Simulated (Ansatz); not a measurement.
Set up this calculation in Ansatz 0.2.0, as the native input.

```
Task                : relaxation of cell and atoms
Functional          : BLYP
Potentials or basis : Ansatz PAW
Cutoff              : 420 eV (not typed: the program's choice for these potentials)
k mesh              : 5 × 5 × 6
Occupations         : fermi-dirac, width 0.05 eV
Spin                : no spin polarisation
```

Crystal: HfO2.

```xyz
12
Lattice="5.0803 0.0000 0.0000 0.0000 5.1649 0.0000 0.0000 0.0000 4.8909" Properties=species:S:1:pos:R:3 pbc="T T T"
Hf    1.1308    4.0379    1.3307
Hf    3.6710    3.7094    3.5602
Hf    3.9495    1.1270    1.3307
Hf    1.4093    1.4555    3.5602
O     0.9491    0.8452    0.5113
O     3.4892    1.7372    4.3796
O     4.1312    4.3196    0.5113
O     1.5911    3.4277    4.3796
O     0.0000    2.5824    2.3919
O     2.5402    0.0000    2.4990
O     0.0000    0.0000    2.8153
O     2.5402    2.5824    2.0756
```

The cell comes from a database or a generator and needn't be the stable form of this composition.

These files were run (other wordings do the same):

input.yaml

```yaml
crystal:
  lattice:
    - [5.0803194, 0.0, 0.0]
    - [0.0, 5.16486745, 0.0]
    - [0.0, 0.0, 4.89088365]
  atoms:
    - { symbol: Hf, position: [0.22259082, 0.78179958, 0.27206794] }
    - { symbol: Hf, position: [0.72259082, 0.71820042, 0.72793206] }
    - { symbol: Hf, position: [0.77740918, 0.21820042, 0.27206794] }
    - { symbol: Hf, position: [0.27740918, 0.28179958, 0.72793206] }
    - { symbol: O, position: [0.18681532, 0.16364878, 0.10453462] }
    - { symbol: O, position: [0.68681532, 0.33635122, 0.89546538] }
    - { symbol: O, position: [0.81318468, 0.83635122, 0.10453462] }
    - { symbol: O, position: [0.31318468, 0.66364878, 0.89546538] }
    - { symbol: O, position: [0.0, 0.5, 0.48905445] }
    - { symbol: O, position: [0.5, 0.0, 0.51094555] }
    - { symbol: O, position: [0.0, 0.0, 0.57562499] }
    - { symbol: O, position: [0.5, 0.5, 0.42437501] }
hamiltonian:
  xc: blyp
  pseudopotentials: { kind: paw }
kpoints:
  mp_grid: { grid: [5, 5, 6] }
scf:
  occupations: { method: fermi_dirac, width: 0.05 }
output:
  forces: true
  stress: true
  eigenvalues: true
  write_density: true
  write_potential: true
  elf: true
  volumetric_format: npy
relax:
  f_tol: 0.01
  max_steps: 40
  cell: { stress_tol: 0.05 }
```

Potentials or basis: Ansatz PAW.

Run with:

```bash
$ ansatz run input.yaml --threads 4 --pin off --max-ram 11264MiB --backend cpu --events-out ev --progress --plain --runs-dir out
```

Results of the run:

```
Relaxed volume                         : 11.63 Å³/atom
Relaxed cell                           : a = 5.183 Å, b = 5.340 Å, c = 5.042 Å, α = 90.00°, β = 90.00°, γ = 90.00°
Space group after relaxing (to 0.05 Å) : Pbcm (No. 57)
Energy gained by relaxing              : 40.6 meV/atom
Ionic steps                            : 16
Pressure after relaxing                : 0.0 GPa
Largest force after relaxing           : 0.003 eV/Å
Band gap on the k mesh                 : 3.87 eV, indirect (least direct gap 4.03 eV)
```

Caveat: odd divisions of the mesh miss points on the zone boundary, where band edges often lie, so the gap on the mesh can be too wide; the plane-wave basis is chosen anew once the cell has moved, so the energies of steps on either side of that aren't comparable; the pressure holds a Pulay correction of +0.9 GPa for the finite cutoff; spin-orbit coupling is left out, which moves the levels of the heavy elements; the PAW data sets come from PBE, with cores solved anew for the run's functional, which leaves a small shift of forces and pressure.

Wall time 5.3 min on 4 threads of Arm Neoverse V2 (shared host), peak memory 0.77 GiB.
